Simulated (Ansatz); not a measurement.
# CoO under changes of volume

One of the cells (11.411 Å³/atom); the others are scaled copies at fixed shape and fractional positions:

```xyz
2
Lattice="1.6022 0.9250 2.5665 -1.6022 0.9250 2.5665 0.0000 -1.8501 2.5665" Properties=species:S:1:pos:R:3 pbc="T T T"
Co    0.0000    0.0000    7.6915
O     0.0000    0.0000    5.7824
```

Measurements of this composition are mostly on another form, of space group No. 225.

- Program: Ansatz 0.2.0
- Functional: PBE
- Potentials or basis: Ansatz PAW
- Cutoff: 420 eV (not typed: the program's choice for these potentials)
- k mesh: 10 × 10 × 10
- Occupations: fermi-dirac, width 0.05 eV
- Spin: collinear spin, ferromagnetic start
- Starting moments: [2.0, 0.0] μB

```csv
volume (Å³/atom),energy over the lowest point (meV/atom),pressure (GPa),moment (μB per cell),largest force (eV/Å)
10.727,?,?,?,?
10.955,6.94,4.6,2.56,0.292
11.183,1.80,2.2,2.67,0.278
11.411,0.00,-0.1,2.76,0.260
11.640,1.57,-2.4,2.82,0.240
11.868,6.34,-4.6,2.87,0.219
12.096,14.17,-6.5,2.91,0.200
```

Q: What does the run at 10.727 Å³/atom give?

A: Energy over the lowest point 15.26 meV/atom; pressure 7.0 GPa; moment 2.42 μB per cell; largest force 0.309 eV/Å.

Worked out: A Birch-Murnaghan fit of order 3 (a polynomial in V^(-2/3)) to the other rows has its minimum at 11.42 Å³/atom with B0 = V·E''(V) = 116 GPa (rough, since the energies scatter) at fixed shape and positions, which overstates the stiffness. It gives 15.58 meV/atom at 10.727 Å³/atom, against the run's 15.26, and -dE/dV = 7.3 GPa, against 7.0. A parabola through the other rows of the moment, of slope 0.581 μB per Å³/atom there, extrapolates to 2.44 μB, against the run's 2.42.

Energies are extrapolated to zero smearing.

Caveats: a cell with one magnetic atom can't hold antiferromagnetic order, which such compounds often take.
